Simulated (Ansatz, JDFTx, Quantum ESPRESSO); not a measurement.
**One calculation of Tc, 4 ways**

```xyz
4
Lattice="2.7394 0.0000 0.0000 -1.3697 2.3724 0.0000 0.0000 0.0000 8.7697" Properties=species:S:1:pos:R:3 pbc="T T T"
Tc    1.3340    0.7750    6.6071
Tc    0.0200   -0.0028    4.4107
Tc    0.0136    1.6052    2.1338
Tc    0.0062    0.0039   -0.0136
```

Atoms were shifted at random by some hundredths of an Å from the given cell, which wasn't relaxed again for these runs.

Alike in all runs: task single point; functional PBEsol; k mesh 11 × 11 × 3; occupations fermi-dirac, width 0.05 eV; no spin polarisation; no spin-orbit coupling. Pressure is positive in compression and, in plane waves, holds the error of the finite cutoff, which Ansatz's Pulay term estimates and takes out.

```tsv
program and potentials	plane-wave cutoff (eV)	notes	pressure (GPa)	largest force (eV/Å)	energy over the undisturbed cell (meV/atom)
Ansatz, Ansatz PAW (files of its older set among them)	500	potentials made for PBE, which Ansatz adapts in part	?	?	?
Quantum ESPRESSO, GBRV 1.5 PBEsol	612	-	-5.25	0.770	11.02
Ansatz, all-electron LAPW, scalar-relativistic	-	-	-4.79	0.770	-
JDFTx, PseudoDojo-SR-PBEsol-0.4.1-standard with smoothed tails	1143	-	-4.52	0.772	-
```

**Question.** Estimate from the other rows what the run with Ansatz, Ansatz PAW (files of its older set among them) gave.

**Answer.** Pressure -4.77 GPa; largest force 0.770 eV/Å; energy over the undisturbed cell 11.03 meV/atom. The other rows, which needn't bracket it: pressure -5.25 to -4.52; largest force 0.770 to 0.772; energy over the undisturbed cell 11.02.
